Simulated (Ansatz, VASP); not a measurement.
One calculation of Br, two programs

```xyz
1
Lattice="3.3764 0.0000 0.0000 -1.6882 2.9241 0.0000 0.0000 0.0000 2.5304" Properties=species:S:1:pos:R:3 pbc="T T T"
Br    0.0000    0.0000    0.0000
```

Alike in both runs: functional PBE; k mesh 15 × 15 × 14; occupations fermi-dirac, width 0.1 eV; no spin polarisation.

Ansatz relaxed the structure, and its values are those at the end. VASP's run is a single point on that final structure, the one shown.

|  | VASP | Ansatz |
| --- | --- | --- |
| version | VASP 6.6.1 | Ansatz 0.2.0 |
| potentials or method | VASP PAW PBE potentials, release 64 (Br) | PAW with Ansatz's default frozen-core files, scalar-relativistic |
| plane-wave cutoff (eV) | 520 | 420 |
| valence electrons in the cell | 7 | 7 |

```csv
,VASP,Ansatz,Ansatz less VASP
pressure (GPa),8.4,8.4,-0.01
```

The functional is the same, so the differences come from potentials, cutoffs and numerics.

Caveats: an odd number of electrons without spin polarisation forces a metal; a magnetic or distorted state may lie lower.
